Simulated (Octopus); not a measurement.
Crystal: LiF (Griceite).

```
F Li
1.0
     0.00000    2.01400    2.01400
     2.01400    0.00000    2.01400
     2.01400    2.01400    0.00000
F Li
1 1
Direct
  0.50000 0.50000 0.50000
  0.00000 0.00000 0.00000
```

Base run:

| Property | Result |
| --- | --- |
| Program | Octopus 16.4 |
| Functional | PBE |
| Potentials or basis | pseudodojo_pbe (PseudoDojo 0.5, PBE) |
| Grid spacing | 0.129 Å |
| k mesh | 11 × 11 × 11 |
| Occupations | fermi-dirac, width 0.05 eV |
| Spin | no spin polarisation |

Its results: band gap on the k mesh 9.11 eV, direct.

**Question.** The run is repeated on the same cell with these changes: functional from PBE to PBEsol; potentials or basis from pseudodojo_pbe (PseudoDojo 0.5, PBE) to pseudodojo_pbesol (PseudoDojo 0.4, PBEsol). What comes out?

**Answer.** Band gap on the k mesh 8.94 eV, direct.

Caveats: an odd mesh through Γ misses points on the zone boundary, where band edges often lie.

Not every run made on this cell is shown here.
